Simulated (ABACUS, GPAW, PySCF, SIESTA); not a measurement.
Cost and result for the equilibrium volume of PbS

It takes space group Fm-3m (No. 225, cubic). The conventional cell has a = 5.931 Å, b = 5.931 Å, c = 5.931 Å, α = 90.00°, β = 90.00°, γ = 90.00°. Around Pb (site symmetry m-3m) lie 6 S at 2.97 Å. Around S (site symmetry m-3m) lie 6 Pb at 2.97 Å.

```tsv
rung	level	program and potentials	cutoff (eV)	k mesh	smearing	core time	chip	equilibrium volume (Å³/atom)	notes
LDA	LDA	GPAW, the program's PAW data sets (release 1.2.1) made for this functional	600	6 × 6 × 6	fermi-dirac 0.05	25 s	AMD EPYC 9R45 Zen 5	24.78	-
GGA + dispersion	PBEsol+D3(zero damping)	GPAW, PAW data sets generated for this functional	600	6 × 6 × 6	fermi-dirac 0.05	28 s	AMD EPYC 9R45 Zen 5	25.11	-
GGA + dispersion	PBE+D3(zero damping)	GPAW, GPAW PAW data sets (gpaw-data 1.2.1)	600	6 × 6 × 6	fermi-dirac 0.05	80 s	Intel Xeon Platinum 8488C Sapphire Rapids	26.51	-
LDA	LDA	SIESTA, files PseudoDojo sr-lda-0.4.1-standard, DZP (energy shift 0.003 Ry; two zetas on semicore shells)	-	8 × 8 × 8	fermi-dirac 0.05	2.6 min	Intel Xeon 6975P-C Granite Rapids	25.33	atomic basis
GGA	PBE	ABACUS, PseudoDojo NC SR 0.4.1 PBE standard, plane waves	857	8 × 8 × 8	fermi-dirac 0.05	3.2 min	Intel Xeon Platinum 8559C Emerald Rapids	27.12	-
GGA	PBEsol	GPAW, PAW data sets generated for this functional	600	8 × 8 × 8	fermi-dirac 0.05	3.3 min	Arm Neoverse N1	25.60	-
GGA	PBEsol	PySCF, DZVP-MOLOPT-SR/GTH-PBE (potentials made for PBE)	-	5 × 5 × 5	fermi-dirac 0.05	9.5 min	Intel Xeon 6975P-C Granite Rapids	26.34	coarse mesh; atomic basis; potentials made for PBE
LDA	LDA	PySCF, DZVP-MOLOPT-SR/GTH-PBE (potentials made for PBE)	-	5 × 5 × 5	fermi-dirac 0.05	9.6 min	Intel Xeon 6975P-C Granite Rapids	26.26	coarse mesh; atomic basis; potentials made for PBE
```

Times are single runs on shared hosts and different chips, so they are rough; meshes, cutoffs and the tasks' sizes weigh on the time. Task: equation of state. All rows: no spin polarisation. Smearing widths are in eV. Meshes differ between rows, which moves values too. Meshes are those of the run's cell of 2 atoms unless a note names another. Misses use the values as printed. Runs on faulty files, with rough fits or with known faults for this quantity aren't shown. No row holds spin-orbit coupling.

Measured: 26.15 Å³/atom (pmc:7248792, doi:10.3390/molecules25092097).

Question: Which of the timed runs without a coarse mesh or an atomic basis is the cheapest that comes within 1.5 % of the measured equilibrium volume?

Answer: PBE+D3(zero damping) (GPAW, GPAW PAW data sets (gpaw-data 1.2.1)): 26.51 Å³/atom in 80 s. One crystal doesn't make the level reliable, since errors can cancel. The runs are for a static lattice, while measurements hold temperature and zero-point motion.

Among the plane-wave and GPAW runs, the volume grows from LDA (24.78 Å³/atom) through PBEsol (25.60) to PBE (27.12), the usual order for a polar solid. LDA overbinds, while PBE's stronger gradient enhancement of exchange favours the more inhomogeneous density of a stretched lattice; PBEsol weakens that enhancement and so gives shorter bonds. The D3 term adds attraction between the large, polarisable Pb and S ions. It therefore offsets PBE's underbinding but takes PBEsol, already too compact, further from the measurement.

The LDA value of 26.26 from PySCF lies even closer to experiment than the selected run, but the other LDA results make this look like a compensation from basis and potential, not a merit of the functional. Zero-point motion and heating normally expand this anharmonic rocksalt lattice, so including them would probably worsen the agreement of PBE+D3 and improve that of plain PBEsol. The ranking by static volume thus doesn't establish which functional describes the Pb–S bond better.
